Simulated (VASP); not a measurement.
Runs of VASP 6.6.1 on CdSe. It takes space group F-43m (No. 216, cubic). Conventional cell: a = 6.141 Å, b = 6.141 Å, c = 6.141 Å, α = 90.00°, β = 90.00°, γ = 90.00°. Cd (site symmetry -43m) has 4 Se at 2.66 Å as nearest neighbours. Se (site symmetry -43m) has 4 Cd at 2.66 Å as nearest neighbours. Measurements of this composition are mostly on another form, of space group No. 186.

| task | level | potentials or basis | cell | k mesh | cutoff (eV) | mesh quality | gap on the mesh (eV) | pressure (GPa) | relaxed volume (Å³/atom) |
| --- | --- | --- | --- | --- | --- | --- | --- | --- | --- |
| relaxation of cell and atoms | PBEsol | VASP PAW PBE potentials, release 64 (Cd, Se) | relaxed | 10 × 10 × 10 | 600 | not flagged | 0.47 | 0.0 | 28.27 |
| relaxation of cell and atoms | PBEsol | VASP PAW PBE potentials, release 64 (Cd, Se) | relaxed | 10 × 10 × 10 | 580 | not flagged | 0.47 | 0.0 | 28.27 |
| relaxation of cell and atoms | LDA | VASP PAW LDA potentials, release 64 (Cd, Se) | relaxed | 10 × 10 × 10 | 600 | not flagged | 0.42 | 0.0 | 27.31 |
| relaxation of cell and atoms | RPBE | VASP PAW PBE potentials, release 64 (Cd, Se) | relaxed | 10 × 10 × 10 | 600 | not flagged | (c) | 0.0 | 31.15 |
| single point | PBEsol | VASP PAW PBE potentials, release 64 (Cd, Se) | as given | 10 × 10 × 10 | 520 | not flagged | 0.43 | -1.1 | - |
| relaxation of cell and atoms | PBEsol | VASP PAW PBE potentials, release 64 (Cd, Se) | relaxed | 4 × 4 × 4 | 600 | coarse | (b) | 0.0 | (a) |

Alike in all rows: no spin polarisation; smearing gaussian 0.02 eV.

Estimate the missing entries.

(a) 28.39; (b) 0.45; (c) 0.57.

Caveats: some runs use coarse meshes; the PAW data sets were made with another functional, which shifts forces and pressure a little (some runs).

A k mesh can miss the band edges, and the runs leave out spin-orbit coupling on Cd, Se.

Runs at the PBE level aren't shown here.
